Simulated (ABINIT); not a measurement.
# SiC (F-43m): a self-consistent loop beyond G0W0, cycle by cycle

Wanted: G0W0 and self-consistent gaps of SiC (F-43m), with the cost of the cycles.

Calculated with ABINIT 10.8.3; PBE and many-body steps on it, plane waves.

**Experimental background.**

- Gap 2.4 eV: Tauc optical (indirect) gap of annealed polycrystalline 3C-SiC; UV-VIS spectroscopic ellipsometry, Tauc analysis; film (CVD ultrathin polycrystalline film, annealed, about 5 nm grains) (“On-Demand CMOS-Compatible Fabrication of Ultrathin Self-Aligned SiC Nanowire Arrays”, 2018, pmc:6267454).

- Gap 2.39 eV: band gap at cryogenic temperature; bulk crystal (literature value) (quoted in “Silicon carbide diodes for neutron detection”, 2020, arxiv:2009.14696).

## Step 1: The structure

The structure is cubic, space group F-43m (No. 216). Conventional cell: a = 4.358 Å, b = 4.358 Å, c = 4.358 Å, α = 90.00°, β = 90.00°, γ = 90.00°. Si has 4 C at 1.89 Å nearest. C has 4 Si at 1.89 Å nearest. Farther neighbours are not listed.

The cell and positions come from the Crystallography Open Database and are kept as given unless a step says otherwise.

## Step 2: Empty states on the mesh, 6×6×6 mesh, 165 bands

This step: ABINIT 10.8.3; DFT, PBE, plane waves, norm-conserving pseudopotentials.

The sums over transitions need many empty states on a uniform mesh; this step solves for them.

The input, run.abi:

```
acell 3*1.0 Angstrom
rprim 
  -0.000000000000 2.179000000000 2.179000000000
  2.179000000000 -0.000000000000 2.179000000000
  2.179000000000 2.179000000000 -0.000000000000
ntypat 2
znucl 14 6
natom 2
typat 1 2
xred 
  0.000000000000 0.000000000000 0.000000000000
  0.250000000000 0.250000000000 0.250000000000
pp_dirpath "pseudos"
pseudos "Si.upf, C.upf"
ecut 37
ngkpt 6 6 6
nshiftk 1
shiftk 0 0 0
kptopt 1
chksymbreak 0
irdden 1
istwfk *1
nband 165
prtvol 0
optdriver 6
gwr_task "HDIAGO"
paral_kgb 0
occopt 1
indata_prefix "in"
outdata_prefix "out"
tmpdata_prefix "tmp"
```

Started as:

```console
$ OMP_NUM_THREADS=1 mpirun -n 4 abinit run.abi > log
```

Output:

```text
.Version 10.8.3 of ABINIT. v10.8.2 released Aug 2026.

 Symmetries : space group F-4 3 m (#216); Bravais cF (face-center cubic)
[... echo of the input left out ...]
== DATASET  1 ==================================================================
-   mpi_nproc: 4, omp_nthreads: 1 (-1 if OMP is not activated)

--- !DatasetInfo
iteration_state: {dtset: 1, }
dimensions: {natom: 2, nkpt: 16, mband: 165, nsppol: 1, nspinor: 1, nspden: 1, mpw: 1524, }
cutoff_energies: {ecut:  37.0, pawecutdg:  -1.0, }
[...]
Indirect band gap semiconductor
 Fundamental gap:     1.361 (eV)
   VBM:     6.835 (eV) at k: [ 0.0000E+00,  0.0000E+00,  0.0000E+00]
   CBM:     8.196 (eV) at k: [ 5.0000E-01,  5.0000E-01,  0.0000E+00]
 Direct gap:         4.553 (eV) at k: [ 5.0000E-01,  5.0000E-01,  0.0000E+00]

== END DATASET(S) ==============================================================
================================================================================

 -outvars: echo values of variables after computation  --------
           etotal      0.0000000000E+00
            nband         165
             nkpt          16
          spgroup         216
 [... the other variables as echoed above ...]

 Calculation completed.
```

Run time: 15 s. Hardware: 4 MPI ranks of Arm Neoverse V1, shared host; peak memory 0.75 GiB.

This step gave:

* gap: 1.361 eV
* k of the valence top: 0, 0, 0
* k of the conduction bottom: 0.5, 0.5, 0
* least direct gap: 4.553 eV
* k points computed: 16
* lowest point of the top converged band, above the valence top: 198.3907 eV

On this mesh the gap is 1.361 eV.

The density comes from a self-consistent run that is not shown.

## Step 3: Screening, 6×6×6 mesh, 157 bands, screening to 261.2 eV

The RPA dielectric matrix is built and inverted for each q.

This step: RPA screening on PBE, plane waves, norm-conserving pseudopotentials.

Changes to run.abi since step 2:

```diff
@@ -20,10 +20,11 @@
 chksymbreak 0
-irdden 1
 istwfk *1
-nband 165
-prtvol 0
-optdriver 6
-gwr_task "HDIAGO"
-paral_kgb 0
 occopt 1
+irdwfk 1
+optdriver 3
+nband 157
+ecuteps 9.6
+inclvkb 2
+awtr 1
+symchi 1
 indata_prefix "in"
```

Output:

```text
.Version 10.8.3 of ABINIT. v10.8.2 released Aug 2026.

 Symmetries : space group F-4 3 m (#216); Bravais cF (face-center cubic)
[... echo of the input left out ...]
== DATASET  1 ==================================================================
-   mpi_nproc: 4, omp_nthreads: 1 (-1 if OMP is not activated)

--- !DatasetInfo
iteration_state: {dtset: 1, }
dimensions: {natom: 2, nkpt: 16, mband: 157, nsppol: 1, nspinor: 1, nspden: 1, mpw: 1524, }
cutoff_energies: {ecut:  37.0, pawecutdg:  -1.0, }
electrons: {nelect:   8.00000000E+00, charge:   0.00000000E+00, occopt:   1.00000000E+00, tsmear:   1.00000000E-02, }

 SCREENING: Calculation of the susceptibility and dielectric matrices

 Based on a program developped by R.W. Godby, V. Olevano, G. Onida, and L. Reining.
 Incorporated in ABINIT by V. Olevano, G.-M. Rignanese, and M. Torrent.
.Using double precision arithmetic ; gwpc =  8

[... cell and pseudopotentials left out ...]
--------------------------------------------------------------------------------

 ==== K-mesh for the wavefunctions ====
 Number of points in the irreducible wedge :    16
[... list of points left out ...]
 Together with 24 symmetry operations and time-reversal symmetry
 yields   216 points in the full Brillouin Zone.

 ==== Q-mesh for the screening function ====
 Number of points in the irreducible wedge :    16
[... list of points left out ...]
 Together with 24 symmetry operations and time-reversal symmetry
 yields   216 points in the full Brillouin Zone.

 setmesh: FFT mesh size selected  =    24x   24x   24
          total number of points  =        13824

 vcoul_init : cutoff-mode = AUXILIARY_FUNCTION
 q-points for optical limit:   1
     1)      0.000010    0.000020    0.000030

- screening: taking advantage of time-reversal symmetry
- Maximum band index for partially occupied states nbvw = 4
- Remaining bands to be divided among processors   nbcw = 153
- Number of bands treated by each node ~38

 Number of electrons calculated from density =    8.0000; Expected =    8.0000
 average of density, n =  0.057292
 r_s =    1.6092
 omega_plasma =   23.0888 [eV]

 calculating chi0 at frequencies [eV] :
  1    0.000000E+00    0.000000E+00
  2    0.000000E+00    2.308880E+01

--------------------------------------------------------------------------------
  q-point number  1        q = ( 0.000000, 0.000000, 0.000000) [r.l.u.]
--------------------------------------------------------------------------------
[... chi0 elements left out ...]
 For q-point:  0.000010 0.000020 0.000030
  dielectric constant =   7.0834
  dielectric constant without local fields =   7.7436

  Average fulfillment of the sum rule on Im[epsilon] for q-point    1 :     95.25  [%]
[... wings left out ...]
  q-point number  2        q = ( 0.166667, 0.000000, 0.000000) [r.l.u.]
--------------------------------------------------------------------------------
[... chi0 elements left out ...]
  Average fulfillment of the sum rule on Im[epsilon] for q-point    2 :     97.36  [%]

 [... 14 further q-points ...]
```

Wall time 70 s (4 MPI ranks); peak memory 1 GiB; 4.7 min of CPU time.

This step gave:

| Property | Result |
| --- | --- |
| ε∞ with local fields, on this mesh, along the program's q direction | 7.083 |
| the same without local fields | 7.744 |
| plasma frequency | 23.09 eV |
| plane waves in the screening matrix | 181 |

Local fields lower ε∞ by 9 %.

## Step 4: G0W0

The self-energy is evaluated for the states that the input lists, and the levels follow from it, in one-shot runs by the linearised quasiparticle equation.

This step: G0W0 on PBE, plane waves, norm-conserving pseudopotentials.

Changes to run.abi since step 3:

```diff
@@ -23,8 +23,17 @@
 irdwfk 1
-optdriver 3
+optdriver 4
 nband 157
+gwcalctyp 0
+ecutsigx 37
+symsigma 1
+nkptgw 2
+kptgw 
+  0.0000000000 0.0000000000 0.0000000000
+  0.5000000000 0.5000000000 0.0000000000
+bdgw 
+  2 8
+  3 6
 ecuteps 9.6
-inclvkb 2
-awtr 1
-symchi 1
+irdscr 1
+ppmodel 1
 indata_prefix "in"
```

Output:

```text
.Version 10.8.3 of ABINIT. v10.8.2 released Aug 2026.

 Symmetries : space group F-4 3 m (#216); Bravais cF (face-center cubic)
[... echo of the input left out ...]
== DATASET  1 ==================================================================
-   mpi_nproc: 4, omp_nthreads: 1 (-1 if OMP is not activated)

--- !DatasetInfo
iteration_state: {dtset: 1, }
dimensions: {natom: 2, nkpt: 16, mband: 157, nsppol: 1, nspinor: 1, nspden: 1, mpw: 1524, }
cutoff_energies: {ecut:  37.0, pawecutdg:  -1.0, }
electrons: {nelect:   8.00000000E+00, charge:   0.00000000E+00, occopt:   1.00000000E+00, tsmear:   1.00000000E-02, }

 SIGMA: Calculation of the GW corrections

 Based on a program developped by R.W. Godby, V. Olevano, G. Onida, and L. Reining.
 Incorporated in ABINIT by V. Olevano, G.-M. Rignanese, and M. Torrent.
.Using double precision arithmetic ; gwpc =  8

[... cell and pseudopotentials left out ...]
--------------------------------------------------------------------------------

 ==== K-mesh for the wavefunctions ====
 Number of points in the irreducible wedge :    16
[... list of points left out ...]
 Together with 24 symmetry operations and time-reversal symmetry
 yields   216 points in the full Brillouin Zone.

 ==== Q-mesh for screening function ====
 Number of points in the irreducible wedge :    16
[... list of points left out ...]
 Together with 24 symmetry operations and time-reversal symmetry
 yields   216 points in the full Brillouin Zone.

 vcoul_init : cutoff-mode = AUXILIARY_FUNCTION
 q-points for optical limit:   1
     1)      0.000010    0.000020    0.000030
 setmesh: FFT mesh size selected  =    32x   32x   32
          total number of points  =        32768

 Number of electrons calculated from density =    8.0000; Expected =    8.0000
 average of density, n =  0.057292
 r_s =    1.6092
 omega_plasma =   23.0888 [eV]

 === KS Band Gaps ===
  >>>> For spin  1
   Minimum direct gap =   4.5530 [eV], located at k-point      :   0.5000  0.5000  0.0000
   Fundamental gap    =   1.3613 [eV], Top of valence bands at :   0.0000  0.0000  0.0000
                                       Bottom of conduction at :   0.5000  0.5000  0.0000
 SIGMA fundamental parameters:
 PLASMON POLE MODEL  1
 number of plane-waves for SigmaX                 1459
 number of plane-waves for SigmaC and W            181
 number of plane-waves for wavefunctions          1459
 number of bands                                   157
 number of independent spin polarizations            1
 number of spinorial components                      1
 number of k-points in IBZ                          16
 number of q-points in IBZ                          16
 number of symmetry operations                      24
 number of k-points in BZ                          216
 number of q-points in BZ                          216
 number of frequencies for dSigma/dE                 9
 frequency step for dSigma/dE [eV]                0.25
 number of omega for Sigma on real axis              0
 max omega for Sigma on real axis  [eV]           0.00
 zcut for avoiding poles [eV]                     0.10

 EPSILON^-1 parameters (SCR file):
 dimension of the eps^-1 matrix on file            181
 dimension of the eps^-1 matrix used               181
 number of plane-waves for wavefunctions          1459
 number of bands                                   157
 number of q-points in IBZ                          16
 number of frequencies                               2
 number of real frequencies                          1
 number of imag frequencies                          1

 matrix elements of self-energy operator (all in [eV])

 Perturbative Calculation

--- !SelfEnergy_ee
iteration_state: {dtset: 1, }
kpoint     : [   0.000,    0.000,    0.000, ]
spin       : 1
KS_gap     :    6.223
QP_gap     :    7.138
Delta_QP_KS:    0.915
data: !SigmaeeData |
     Band     E0 <VxcDFT>   SigX SigC(E0)      Z dSigC/dE  Sig(E)    E-E0       E
        2   6.835 -14.930 -17.579   1.828   0.792  -0.263 -15.580  -0.651   6.184
        3   6.835 -14.930 -17.579   1.828   0.792  -0.263 -15.580  -0.651   6.184
        4   6.835 -14.930 -17.579   1.828   0.792  -0.263 -15.580  -0.651   6.184
        5  13.058 -13.213  -7.543  -5.336   0.790  -0.266 -12.949   0.264  13.322
        6  14.146 -11.327  -5.827  -5.169   0.805  -0.242 -11.060   0.266  14.413
        7  14.146 -11.327  -5.827  -5.169   0.805  -0.242 -11.060   0.266  14.413
        8  14.146 -11.327  -5.827  -5.169   0.805  -0.242 -11.060   0.266  14.413

--- !SelfEnergy_ee
iteration_state: {dtset: 1, }
kpoint     : [   0.500,    0.500,    0.000, ]
spin       : 1
KS_gap     :    4.553
QP_gap     :    5.605
Delta_QP_KS:    1.052
data: !SigmaeeData |
     Band     E0 <VxcDFT>   SigX SigC(E0)      Z dSigC/dE  Sig(E)    E-E0       E
        3   3.643 -13.567 -17.441   2.670   0.782  -0.278 -14.509  -0.942   2.702
        4   3.643 -13.567 -17.441   2.670   0.782  -0.278 -14.509  -0.942   2.702
        5   8.196 -10.505  -6.372  -3.999   0.820  -0.220 -10.395   0.110   8.306
        6  11.168 -10.770  -5.961  -4.473   0.822  -0.217 -10.494   0.276  11.445

== END DATASET(S) ==============================================================
================================================================================

 -outvars: echo values of variables after computation  --------
           etotal      0.0000000000E+00
            nband         157
             nkpt          16
          spgroup         216
 [... the other variables as echoed above ...]

 Calculation completed.
```

The job ended after 18 s (4 MPI ranks; peak memory 1 GiB; 71 s of CPU time).

Numbers from this step:

```yaml
g0w0_gap_on_the_points_computed: 2.122 eV
starting_gap_on_the_mesh: 1.361 eV
k_of_the_valence_top: 0, 0, 0
k_of_the_conduction_bottom: 0.5, 0.5, 0
z_at_the_valence_top: 0.792
z_at_the_conduction_bottom: 0.82
least_direct_g0w0_gap_on_the_computed_points: 5.604 eV
```

The gap on the mesh goes from 1.36 eV to 2.12 eV, a correction of +0.76 eV.

## Step 5: evGW0, cycle 1

This step: evGW0 on PBE, plane waves, norm-conserving pseudopotentials.

Changes to run.abi since step 4:

```diff
@@ -25,12 +25,40 @@
 nband 157
-gwcalctyp 0
+gwcalctyp 10
 ecutsigx 37
 symsigma 1
-nkptgw 2
+nkptgw 16
 kptgw 
   0.0000000000 0.0000000000 0.0000000000
+  0.1666666667 0.0000000000 0.0000000000
+  0.3333333333 0.0000000000 0.0000000000
+  0.5000000000 0.0000000000 0.0000000000
+  0.1666666667 0.1666666667 0.0000000000
+  0.3333333333 0.1666666667 0.0000000000
+  0.5000000000 0.1666666667 0.0000000000
+  -0.3333333333 0.1666666667 0.0000000000
+  -0.1666666667 0.1666666667 0.0000000000
+  0.3333333333 0.3333333333 0.0000000000
+  0.5000000000 0.3333333333 0.0000000000
+  -0.3333333333 0.3333333333 0.0000000000
   0.5000000000 0.5000000000 0.0000000000
+  0.5000000000 0.3333333333 0.1666666667
+  -0.3333333333 0.3333333333 0.1666666667
+  -0.3333333333 0.5000000000 0.1666666667
 bdgw 
-  2 8
-  3 6
+  1 8
+  1 8
+  1 8
+  1 8
+  1 8
+  1 8
+  1 8
+  1 8
+  1 8
+  1 8
+  1 8
+  1 8
+  1 8
+  1 8
+  1 8
+  1 8
 ecuteps 9.6
```

Output:

```text
.Version 10.8.3 of ABINIT. v10.8.2 released Aug 2026.

 Symmetries : space group F-4 3 m (#216); Bravais cF (face-center cubic)
[... echo of the input left out ...]
== DATASET  1 ==================================================================
-   mpi_nproc: 4, omp_nthreads: 1 (-1 if OMP is not activated)

--- !DatasetInfo
iteration_state: {dtset: 1, }
dimensions: {natom: 2, nkpt: 16, mband: 157, nsppol: 1, nspinor: 1, nspden: 1, mpw: 1524, }
cutoff_energies: {ecut:  37.0, pawecutdg:  -1.0, }
electrons: {nelect:   8.00000000E+00, charge:   0.00000000E+00, occopt:   1.00000000E+00, tsmear:   1.00000000E-02, }

 SIGMA: Calculation of the GW corrections

 Based on a program developped by R.W. Godby, V. Olevano, G. Onida, and L. Reining.
 Incorporated in ABINIT by V. Olevano, G.-M. Rignanese, and M. Torrent.
.Using double precision arithmetic ; gwpc =  8

[... cell and pseudopotentials left out ...]
--------------------------------------------------------------------------------

 ==== K-mesh for the wavefunctions ====
 Number of points in the irreducible wedge :    16
[... list of points left out ...]
 Together with 24 symmetry operations and time-reversal symmetry
 yields   216 points in the full Brillouin Zone.

 ==== Q-mesh for screening function ====
 Number of points in the irreducible wedge :    16
[... list of points left out ...]
 Together with 24 symmetry operations and time-reversal symmetry
 yields   216 points in the full Brillouin Zone.

 vcoul_init : cutoff-mode = AUXILIARY_FUNCTION
 q-points for optical limit:   1
     1)      0.000010    0.000020    0.000030
 setmesh: FFT mesh size selected  =    32x   32x   32
          total number of points  =        32768

 Number of electrons calculated from density =    8.0000; Expected =    8.0000
[...]
QP_gap     :    9.527
Delta_QP_KS:    1.276
data: !SigmaeeData |
     Band     E_DFT   <VxcDFT>   E(N-1)  <Hhartree>   SigX  SigC[E(N-1)]    Z     dSigC/dE  Sig[E(N)]  DeltaE  E(N)_pert E(N)_diago
[...]
--- !SelfEnergy_ee
iteration_state: {dtset: 1, }
kpoint     : [  -0.333,    0.500,    0.167, ]
spin       : 1
KS_gap     :    8.384
QP_gap     :    9.648
Delta_QP_KS:    1.264
data: !SigmaeeData |
     Band     E_DFT   <VxcDFT>   E(N-1)  <Hhartree>   SigX  SigC[E(N-1)]    Z     dSigC/dE  Sig[E(N)]  DeltaE  E(N)_pert E(N)_diago
[...]
7    17.659   -11.915    17.659    29.573    -5.027    -6.404     0.775    -0.291   -11.540     0.374    18.033    18.142
        8    19.048   -12.942    19.048    31.990    -5.813    -6.385     0.774    -0.291   -12.365     0.577    19.625    19.793

 New Fermi energy :        2.635609E-01 Ha ,    7.171858E+00 eV
 New Exchange energy :    -2.730906E+00 Ha ,   -7.431174E+01 eV

 === QP Band Gaps ===
  >>>> For spin  1
   Minimum direct gap =   5.8907 [eV], located at k-point      :   0.5000  0.5000  0.0000
   Fundamental gap    =   2.3172 [eV], Top of valence bands at :   0.0000  0.0000  0.0000
                                       Bottom of conduction at :   0.5000  0.5000  0.0000

 writing QP data on file : out_QPS

 Convergence of QP corrections
 >>>>> For spin  1 <<<<<
.  kptgw no:  1; Maximum DeltaE = (  -0.784   0.003) for band index:  1
.  kptgw no:  2; Maximum DeltaE = (  -0.863   0.000) for band index:  2
.  kptgw no:  3; Maximum DeltaE = (  -1.055   0.000) for band index:  2
[...]
.  kptgw no: 15; Maximum DeltaE = (  -1.086   0.007) for band index:  2
.  kptgw no: 16; Maximum DeltaE = (  -1.068  -0.000) for band index:  2

== END DATASET(S) ==============================================================
================================================================================

 -outvars: echo values of variables after computation  --------
           etotal      0.0000000000E+00
            nband         157
             nkpt          16
          spgroup         216
 [... the other variables as echoed above ...]

 Calculation completed.
```

It took 11 min on 4 MPI ranks; peak memory 1.1 GiB.

This step gave:

| Item | Value |
| --- | --- |
| quasiparticle gap on the mesh | 2.317 eV |
| gap of the density functional on the mesh | 1.361 eV |
| k of the valence top | 0, 0, 0 |
| k of the conduction bottom | 0.5, 0.5, 0 |
| Z at the valence top | 0.792 |
| Z at the conduction bottom | 0.82 |
| least direct quasiparticle gap on the computed points | 5.890 eV |

Against G0W0 in ABINIT (6×6×6 mesh, 157 bands, screening to 261.2 eV, Godby-Needs plasmon pole), the gap moves by +0.195 eV. This first cycle still uses the starting levels; it takes the full correction, at all points of the mesh, and its linearised value is 2.122 eV.

## Step 6: evGW0, cycle 2

The corrected levels of the last cycle go back in.

Changes to run.abi since step 5:

```diff
@@ -66,2 +66,3 @@
 ppmodel 1
+irdqps 1
 indata_prefix "in"
```

Output:

```text
.Version 10.8.3 of ABINIT. v10.8.2 released Aug 2026.

 Symmetries : space group F-4 3 m (#216); Bravais cF (face-center cubic)
[... echo of the input left out ...]
== DATASET  1 ==================================================================
-   mpi_nproc: 4, omp_nthreads: 1 (-1 if OMP is not activated)

--- !DatasetInfo
iteration_state: {dtset: 1, }
dimensions: {natom: 2, nkpt: 16, mband: 157, nsppol: 1, nspinor: 1, nspden: 1, mpw: 1524, }
cutoff_energies: {ecut:  37.0, pawecutdg:  -1.0, }
[...]
.  kptgw no:  3; Maximum DeltaE = (  -0.094  -0.000) for band index:  8
[...]
.  kptgw no: 15; Maximum DeltaE = (  -0.110  -0.001) for band index:  7
.  kptgw no: 16; Maximum DeltaE = (  -0.104  -0.001) for band index:  8

== END DATASET(S) ==============================================================
================================================================================

 -outvars: echo values of variables after computation  --------
           etotal      0.0000000000E+00
            nband         157
             nkpt          16
          spgroup         216
 [... the other variables as echoed above ...]

 Calculation completed.
```

Elapsed: 11 min, on 4 MPI ranks; peak memory 1.1 GiB.

This step gave:

- quasiparticle gap on the mesh: 2.249 eV
- gap of the density functional on the mesh: 1.361 eV
- k of the valence top: 0, 0, 0
- k of the conduction bottom: 0.5, 0.5, 0
- least direct quasiparticle gap on the computed points: 5.772 eV

Against the cycle before, the gap moves by −0.068 eV.

[end of part 1 of 3]

[Paths, hosts, dates, memory and timing lines, banners, echoed tables and standing remarks are left out of the program output.]

[Logs are printed without paths, hosts, clocks, repeated set-up lines and the standing remarks that a program may print on its own settings, such as how far it seeks lower states.]

[Runs of the session that timed out or met a known fault of the program may be left out.]

[Hosts, paths, dates, database ids (printed as entryN), source tags and the programs' standing remarks are cut or masked in the printed files.]

[G0W0 gaps are taken among the corrected bands and points alone; a level outside them can change the order at an edge.]

[Where Ansatz stands beside ABINIT at settings called matched, ABINIT's density can come from a denser mesh and the files from another edition; pairs whose starting gaps differed by over 0.03 eV were left out, so agreement reads better than it is.]
